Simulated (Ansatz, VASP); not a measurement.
## As in VASP and in Ansatz

```
As
1.0
     1.89370   -1.90160    0.00000
     1.89370    1.90160    0.00000
     0.00000    0.00000    2.85560
As
1
Direct
  0.00000 0.00000 0.00000
```

Alike in both runs: functional PBE; k mesh 6 × 6 × 6; occupations gaussian, width 0.1 eV; no spin polarisation.

Ansatz relaxed the structure, and its values are those at the end. VASP's run is a single point on that final structure, the one shown.

|  | VASP | Ansatz |
| --- | --- | --- |
| version | VASP 6.6.1 | Ansatz 0.2.0 |
| potentials or method | VASP PAW PBE potentials, release 64 (As) | scalar-relativistic, plane waves, PAW |
| plane-wave cutoff (eV) | 520 | 420 |
| valence electrons in the cell | 5 | 15 |

```csv
,VASP,Ansatz,Ansatz less VASP
gap on the k mesh at the Fermi level (eV),none,none,-
pressure (GPa),0.3,0.2,-0.15
```

A gap of «none» marks a metal or a gap that the smearing closes. The two sets of potentials don't hold the same shells in valence.

Caveats: the k mesh is coarse (spacing up to 0.39 Å⁻¹), so the values aren't converged.
